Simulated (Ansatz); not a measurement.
Set up this calculation in Ansatz 0.2.0, as the native input.

* Task: band structure
* Functional: r2SCAN
* Potentials or basis: Ansatz PAW
* Cutoff: 500 eV (not typed: the program's choice for these potentials)
* k mesh: 6 × 6 × 6
* Occupations: fermi-dirac, width 0.05 eV
* Spin: spin-orbit coupling, no magnetisation
* Path: [["G", "X", "W", "K", "G", "L", "U", "W", "L", "K"], ["U", "X"]]
* Points for each segment of the path: 14

Crystal: MgSe.

```
CELL_PARAMETERS angstrom
0.00000 2.72550 2.72550
2.72550 0.00000 2.72550
2.72550 2.72550 0.00000
ATOMIC_POSITIONS crystal
Se 0.50000 0.50000 0.50000
Mg 0.00000 0.00000 0.00000
```

The input as run:

input.yaml

```yaml
crystal:
  lattice:
    - [0.0, 2.7255, 2.7255]
    - [2.7255, 0.0, 2.7255]
    - [2.7255, 2.7255, 0.0]
  atoms:
    - { symbol: Se, position: [0.5, 0.5, 0.5] }
    - { symbol: Mg, position: [0.0, 0.0, 0.0] }
hamiltonian:
  xc: r2scan
  pseudopotentials: { kind: paw_fr }
magnetization:
  noncollinear: true
  spin_orbit: true
kpoints:
  mp_grid: { grid: [6, 6, 6] }
  band_path:
    path:
      - [[0.0, 0.0, 0.0], [0.5, 0.0, 0.5], [0.5, 0.25, 0.75], [0.375, 0.375, 0.75], [0.0, 0.0, 0.0], [0.5, 0.5, 0.5], [0.625, 0.25, 0.625], [0.5, 0.25, 0.75], [0.5, 0.5, 0.5], [0.375, 0.375, 0.75]]
      - [[0.625, 0.25, 0.625], [0.5, 0.0, 0.5]]
    npoints: 14
scf:
  occupations: { method: fermi_dirac, width: 0.05 }
  n_extra_bands: 6
output:
  forces: true
  stress: true
  eigenvalues: true
  fatbands: true
  write_density: true
  write_potential: true
  elf: true
  volumetric_format: npy
```

Potentials or basis: Ansatz PAW.

The run is started by

```sh
$ ansatz run input.yaml --threads 2 --pin off --max-ram 5632MiB --backend cpu --events-out ev --progress --plain --runs-dir out
```

It gave:

```
Pressure                : 0.8 GPa
Band gap on the k mesh  : 2.36 eV, indirect (least direct gap 3.39 eV)
Band gap along the path : 2.36 eV, indirect (least direct gap 3.39 eV)
```

Caveat: the PAW data sets come from PBE, with cores solved anew for the run's functional, which leaves a small shift of forces and pressure.

Run time: 29 s on 2 threads of Arm Neoverse V2, with other jobs on the host, peak memory 0.6 GiB.
